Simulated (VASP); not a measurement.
Set up this calculation in VASP 6.6.1, as the native input.

* Task: single point
* Functional: PBEsol
* Potentials or basis: VASP PAW PBE potentials, release 64 (H)
* Cutoff: 520 eV
* k mesh: 6 × 6 × 6
* Occupations: gaussian, width 0.05 eV
* Spin: no spin polarisation
* Dipole correction: no
* Further INCAR settings: ALGO = Normal; EDIFF = 1e-06; NBANDS = 10

The structure of H lies in POSCAR:

```
H
1.0
    2.6628336006     -2.6054083891      0.0000000000
    2.6628336006      2.6054083891      0.0000000000
    0.0000000000      0.0000000000      4.2039452700
H
4
Direct
    0.9532956300      0.0467043700      0.0685088900
    0.4532956300      0.5467043700      0.4314911100
    0.5467043700      0.4532956300      0.5685088900
    0.0467043700      0.9532956300      0.9314911100
```

The cell isn't the ideal one: strain +0.015 along x and y, +0.015 along z, atoms carried along.

The input as run:

INCAR

```
SYSTEM = H
PREC = Accurate
ENCUT = 520
EDIFF = 1E-6
ISMEAR = 0
SIGMA = 0.05
LREAL = .FALSE.
LASPH = .TRUE.
NELM = 100
ALGO = Normal
ISIF = 2
LWAVE = .FALSE.
LCHARG = .FALSE.
GGA = PS
NBANDS = 10
```

KPOINTS

```
regular mesh
0
G
  6 6 6
  0 0 0
```

Potentials or basis: VASP PAW PBE potentials, release 64 (H).

Run with:

```sh
$ cat potpaw_PBE.64/H/POTCAR > POTCAR
$ mpirun -np 1 vasp_std > vasp.out
```

It gave:

```json
{"Pressure": "0.1 GPa", "Largest force": "0.179 eV/Å", "Band gap on the k mesh": "9.10 eV, indirect (least direct gap 9.68 eV)"}
```

Caveat: the PAW data sets were made with another functional, which shifts forces and pressure a little.

It took 13 s on 1 thread of Intel(R) Xeon(R) Platinum 8375C CPU @ 2.90GHz (Ice Lake), with other jobs on the host, peak memory 0.16 GiB.
